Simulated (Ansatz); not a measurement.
Write the native input for Ansatz 0.2.0 that does the following.

* Task: electrostatic potential
* Functional: PBE
* Potentials or basis: all-electron PAW datasets made for the crystal
* Cutoff: 260 eV
* Density cutoff: 1040 eV
* k mesh: 9 × 9 × 9
* Occupations: fermi-dirac, width 0.1 eV
* Spin: collinear spin, program default start
* Fixed moment: 1 μB
* Scf mixing preconditioner: resta

Crystal: Pb.

```xyz
1
Lattice="0.0000 2.4750 2.4750 2.4750 0.0000 2.4750 2.4750 2.4750 0.0000" Properties=species:S:1:pos:R:3 pbc="T T T"
Pb    0.0000    0.0000    0.0000
```

One way to write it, as run:

input.yaml

```yaml
crystal:
  lattice: { a: 4.95004, b: 4.95004, c: 4.95004, alpha: 90.0, beta: 90.0, gamma: 90.0 }
  space_group: 225
  setting: { hermann_mauguin: Fm-3m }
  reduce_to_primitive: true
  atoms:
    - { symbol: Pb, position: [0.0, 0.0, 0.0] }
kpoints:
  mp_grid: { grid: [9, 9, 9] }
scf:
  occupations: { method: fermi_dirac, width: 0.1 }
  mixing: { preconditioner: resta }
hamiltonian:
  xc: pbe
  pseudopotentials: { kind: all_electron, datasets: crystal }
magnetization:
  spin_polarized: true
  initial_magnetization: 1.0
  spin_locking: { lock_magnetization: hard }
output:
  forces: true
  stress: true
  eigenvalues: true
  write_potential: true
  volumetric_format: npy
```

Potentials or basis: all-electron PAW datasets made for the crystal.

Run with:

```sh
$ ansatz run input.yaml --threads 1 --pin off --max-ram 2560MiB --backend cpu --events-out ev --progress --plain --runs-dir out
```

It gave:

```json
{"Pressure": "6.0 GPa", "Absolute moment": "1.02 μB per cell", "Site moments": "Pb +0.62 μB"}
```

Caveat: the total moment is fixed, so each spin has its own Fermi level.

Wall time 5.3 s on 1 thread of Arm Neoverse V2 (shared host), peak memory 0.38 GiB.
